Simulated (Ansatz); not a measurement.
Equation of state of Hf from a dense series

```xyz
1
Lattice="0.0000 2.2200 2.2200 2.2200 0.0000 2.2200 2.2200 2.2200 0.0000" Properties=species:S:1:pos:R:3 pbc="T T T"
Hf    0.0000    0.0000    0.0000
```

The cell is COD entry 1534929, as deposited and not checked against the literature; nothing was relaxed.

Spin–orbit coupling is left out, though it moves levels of the heavy atoms by tenths of an eV or more.

Level of theory: DFT, PBE, all-electron LAPW, scalar-relativistic in Ansatz 0.2.0.

The runs use a Γ-centred 13×13×13 k mesh, Fermi–Dirac smearing of 0.03 eV, basis error target 1 meV/atom, no spin polarisation.

The cell is scaled evenly. Fractional coordinates are held (clamped ions).

| V (Å³/atom) | P (GPa) |
| --- | --- |
| 20.569 | 11.20 |
| 21.444 | 5.70 |
| 21.663 | 4.47 |
| 21.882 | 3.28 |
| 22.101 | 2.15 |
| 22.320 | 1.06 |
| 22.757 | -0.97 |
| 23.195 | -2.81 |

Q: Fit a third-order Birch–Murnaghan curve to the pressures.

A: P = (3B0/2)(y^(7/2) − y^(5/2))[1 + (3/4)(B0′ − 4)(y − 1)] with y = (V0/V)^(2/3) fits within 0.01 GPa for V0 = 22.546 Å³/atom, B0 = 104.3 GPa and B0′ = 3.45.

Q: Predict the pressure at the withheld volume, 21.007 Å³/atom.

A: There y = 1.0483, so the fit gives 8.33 GPa; the run gave 8.33 GPa.
